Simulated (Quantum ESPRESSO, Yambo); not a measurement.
An input for Yambo 5.3.0 (MgO (Fm-3m)):

```
HF_and_locXC
gw0
dyson
ppa
em1d
rim_cut
RandQpts= 1000000
RandGvec= 1 RL
EXXRLvcs= 76 Ry
VXCRLvcs= 304 Ry
Chimod= "HARTREE"
% BndsRnXp
 1 | 37 |
%
NGsBlkXp= 8 Ry
% LongDrXp
 1 | 1 | 1 |
%
% GbndRnge
 1 | 37 |
%
DysSolver= "n"
ExtendOut
PPAPntXp= 27.21138 eV
% QPkrange
 1 | 1 | 7 | 10 |
%
```

```sh
OMP_NUM_THREADS=1 mpirun -n 8 yambo -F gw3.in -J gw3 -C gw3 > gw3.log
```

The stored states that it reads are on a 6×6×6 mesh. The structure is cubic, space group Fm-3m (No. 225). Conventional cell: a = 4.194 Å, b = 4.194 Å, c = 4.194 Å, α = 90.00°, β = 90.00°, γ = 90.00°. Mg has 6 O at 2.10 Å nearest. Nearest to O lie 6 Mg at 2.10 Å. Farther neighbours and most contacts between anions are not listed.

Question: Estimate wall time and host memory on 8 MPI ranks of Arm Neoverse N1, shared host.

It took 28 s; on shared hardware allow 14 s to 56 s. Peak host memory was 2.4 GiB.

The screening grows as filled bands × empty bands × pairs of k points, times the square of the screening basis for the matrix.

[Paths, hosts, dates, memory and timing lines, banners, echoed tables and standing remarks are left out of the program output.]

[Logs are printed without paths, hosts, clocks, repeated set-up lines and the standing remarks that a program may print on its own settings, such as how far it seeks lower states.]

[Runs of the session that timed out or met a known fault of the program may be left out.]

[Hosts, paths, dates, database ids (printed as entryN), source tags and the programs' standing remarks are cut or masked in the printed files.]
